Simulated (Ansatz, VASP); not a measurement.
# SiC in VASP and in Ansatz

```xyz
2
Lattice="3.0950 0.0000 0.0000 -1.5475 2.6804 0.0000 0.0000 0.0000 5.6843" Properties=species:S:1:pos:R:3 pbc="T T T"
Si    1.5475    0.8935    0.0000
C     0.0000    1.7869    0.0000
```

Alike in both runs: functional PBE; k mesh 6 × 6 × 4; occupations gaussian, width 0.1 eV; no spin polarisation.

Ansatz relaxed the structure, and its values are those at the end. VASP's run is a single point on that final structure, the one shown.

|  | VASP | Ansatz |
| --- | --- | --- |
| version | VASP 6.6.1 | Ansatz 0.2.0 |
| potentials or method | VASP PAW PBE potentials, release 64 (Si, C) | scalar-relativistic, plane waves, PAW |
| plane-wave cutoff (eV) | 520 | 420 |
| valence electrons in the cell | 8 | 8 |

|  | VASP | Ansatz | Ansatz less VASP |
| --- | --- | --- | --- |
| gap on the k mesh at the Fermi level (eV) | 2.38 | 2.39 | +0.008 |
| least direct gap on the mesh (eV) | 2.48 | 2.49 | +0.009 |
| pressure (GPa) | 0.1 | 0.1 | +0.04 |

With one functional, cell and mesh, what is left measures potentials, basis and numerics.

A k mesh can miss the band edges.
